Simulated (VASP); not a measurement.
## MgO in VASP 6.6.1, single-point calculation

INCAR

```
NELM = 120
PREC = Accurate
ENCUT = 520
ISMEAR = -1
TIME = 0.5
NBANDS = 11
SIGMA = 0.02
ALGO = Damped
LCHARG = .FALSE.
LASPH = .TRUE.
EDIFF = 1E-7
NSW = 0
ISIF = 2
LREAL = .FALSE.
LWAVE = .FALSE.
GGA = RP
IBRION = -1
```

KPOINTS

```
KPOINTS created by Atomic Simulation Environment
0
Monkhorst-Pack
10 10 10
0 0 0
```

POSCAR

```
Mg O
 1.0000000000000000
     0.0000000000000000    2.0601240670999998    2.0601240670999998
     2.0601240670999998    0.0000000000000000    2.0601240670999998
     2.0601240670999998    2.0601240670999998    0.0000000000000000
 Mg  O
   1   1
Cartesian
  0.0000000000000000  0.0000000000000000  0.0000000000000000
  2.0601240670999998  2.0601240670999998  2.0601240670999998
```

The recommended PBE PAW datasets give the neutral cell 8 valence electrons.

Command

```
mpirun -np 1 vasp_std
```

OSZICAR

```
N       E                     dE             d eps       ncg     rms           ort
DAV:   1     0.457457890056E+02    0.45746E+02   -0.45457E+03  1210   0.729E+02
DAV:   2    -0.985328757081E+01   -0.55599E+02   -0.53097E+02  1210   0.194E+02
DAV:   3    -0.125692273637E+02   -0.27159E+01   -0.26932E+01  1210   0.443E+01
DAV:   4    -0.126608085690E+02   -0.91581E-01   -0.91074E-01  1210   0.804E+00
DAV:   5    -0.126640066161E+02   -0.31980E-02   -0.31869E-02  1210   0.144E+00
SDA:   6    -0.848202824049E+01    0.41820E+01   -0.45851E+01  1210   0.917E+01   0.000E+00
DMP:   7    -0.109431478330E+02   -0.24611E+01   -0.23538E+00  1210   0.262E+00   0.626E+00
DMP:   8    -0.108467624123E+02    0.96385E-01   -0.31302E+00  1210   0.914E+00  -0.865E+00
DMP:   9    -0.110590972792E+02   -0.21233E+00   -0.11619E+00  1210   0.159E+00   0.220E+00
DMP:  10    -0.110932138629E+02   -0.34117E-01   -0.23646E-02  1210   0.369E-01  -0.965E-01
...
DMP:  15    -0.111037408773E+02   -0.20302E-03    0.19623E-05  1210   0.947E-04  -0.296E-03
DMP:  16    -0.111037276181E+02    0.13259E-04   -0.67928E-04  1210   0.152E-03  -0.496E-04
DMP:  17    -0.111037674444E+02   -0.39826E-04   -0.86891E-05  1210   0.949E-05   0.237E-04
DMP:  18    -0.111037678050E+02   -0.36060E-06   -0.29839E-05  1210   0.112E-04  -0.157E-04
DMP:  19    -0.111037700021E+02   -0.21971E-05   -0.26813E-05  1210   0.438E-05   0.295E-05
DMP:  20    -0.111037712608E+02   -0.12587E-05   -0.40770E-07  1210   0.195E-06  -0.340E-06
DMP:  21    -0.111037711998E+02    0.61047E-07   -0.22842E-06  1210   0.592E-06  -0.406E-06
DMP:  22    -0.111037713666E+02   -0.16685E-06   -0.61790E-07  1210   0.774E-07   0.139E-06
DMP:  23    -0.111037713910E+02   -0.24434E-07   -0.39186E-08  1210   0.266E-07  -0.564E-07
   1 F= -.11103771E+02 E0= -.11103771E+02  d E =-.262077E-10
```

From OUTCAR

```
k-points           NKPTS =    110   k-points in BZ     NKDIM =    110   number of bands    NBANDS=     11

   NELECT =       8.0000    total number of electrons

   dimension x,y,z NGX =    24 NGY =   24 NGZ =   24
   dimension x,y,z NGXF=    48 NGYF=   48 NGZF=   48

  energy-cutoff  :      520.00
  volume of cell :       17.49
      direct lattice vectors                 reciprocal lattice vectors
     0.000000000  2.060124067  2.060124067    -0.242703829  0.242703829  0.242703829
     2.060124067  0.000000000  2.060124067     0.242703829 -0.242703829  0.242703829
     2.060124067  2.060124067  0.000000000     0.242703829  0.242703829 -0.242703829

 k-points in reciprocal lattice and weights: KPOINTS created by Atomic Simulation Env
   0.05000000  0.05000000  0.05000000       0.002
   0.15000000  0.05000000  0.05000000       0.006
   0.25000000  0.05000000  0.05000000       0.006
   0.35000000  0.05000000  0.05000000       0.006
   0.45000000  0.05000000  0.05000000       0.006
  -0.45000000  0.05000000  0.05000000       0.006
  -0.35000000  0.05000000  0.05000000       0.006
  -0.25000000  0.05000000  0.05000000       0.006
   ...

 E-fermi :   4.2137

 k-point     1 :       0.0500    0.0500    0.0500
  band No.  band energies     occupation
      1     -13.8014      2.00000
      2       3.6773      2.00000
      3       3.8382      2.00000
      4       3.8382      2.00000
      5       9.5267      0.00000
      6      19.7350      0.00000
      7      20.2323      0.00000
      8      20.2323      0.00000
      9      24.8054      0.00000
     10      25.9163      0.00000
     11      27.8124      0.00000

 k-point     2 :       0.1500    0.0500    0.0500
  band No.  band energies     occupation
      1     -13.6487      2.00000
      2       2.9135      2.00000
      3       3.6715      2.00000
      4       3.7704      2.00000
      5      10.2783      0.00000
      6      18.4082      0.00000
      7      20.5727      0.00000
      8      20.5747      0.00000
      9      24.8276      0.00000
     10      25.7438      0.00000
     11      27.0037      0.00000

 k-point     3 :       0.2500    0.0500    0.0500
  band No.  band energies     occupation
      1     -13.3032      2.00000
      2       1.5542      2.00000
      3       3.4319      2.00000
      4       3.5838      2.00000
      5      11.4494      0.00000
      6      17.1235      0.00000
      7      20.9888      0.00000
      8      21.2071      0.00000
      9      24.1682      0.00000
     10      25.3538      0.00000
     11      27.6905      0.00000

 k-point     4 :       0.3500    0.0500    0.0500
  band No.  band energies     occupation
      1     -12.8653      2.00000
      2       0.2194      2.00000
      3       3.2006      2.00000
      4       3.3593      2.00000
      5      12.2226      0.00000
      6      16.7823      0.00000
      7      20.9974      0.00000
      8      21.3601      0.00000
      9      24.8659      0.00000
     10      25.9811      0.00000
     11      27.1071      0.00000

 k-point     5 :       0.4500    0.0500    0.0500
  band No.  band energies     occupation
      1     -12.5010      2.00000
      2      -0.7112      2.00000
      3       3.0544      2.00000
      4       3.1826      2.00000
      5      12.4092      0.00000
      6      17.1458      0.00000
      7      20.7797      0.00000
      8      21.1599      0.00000
      9      26.4590      0.00000
     10      26.5400      0.00000
     11      27.0390      0.00000

 ...

  Total        2.3926720      2.3926720      2.3926720      0.0000000      0.0000000     -0.0000000
  in kB      219.2217398    219.2217398    219.2217398      0.0000000      0.0000000     -0.0000000
  external PRESSURE =     219.2217398 kB  Pullay stress =       0.0000000 kB

 POSITION                                       TOTAL-FORCE (eV/Angst)
 -----------------------------------------------------------------------------------
      0.00000      0.00000      0.00000        -0.000000     -0.000000     -0.000000
      2.06012      2.06012      2.06012         0.000000      0.000000      0.000000
 -----------------------------------------------------------------------------------
    total drift:                               -0.000000     -0.000000      0.000000

  FREE ENERGIE OF THE ION-ELECTRON SYSTEM (eV)
  ---------------------------------------------------
  free  energy   TOTEN  =       -11.1037713910 eV

  energy  without entropy=      -11.1037713910  energy(sigma->0) =      -11.10377139
```

It converged. Results: gap between bands v and c on the k mesh 5.69 eV; least direct gap on the k mesh 5.69 eV; pressure 21.9 GPa. Band v is the last that the valence electrons fill when counted band by band, and c is the next.

The shifted mesh misses Γ, so a band edge there is missed.

For comparison, a separate PBE run of the intended cell, on usual settings and not on those above, gives a gap of 5.40 eV on its mesh and a pressure of 16.7 GPa.

The run above took about 24 s on one core of a shared host (Intel Xeon Platinum 8488C) and held 0.17 GiB at most.
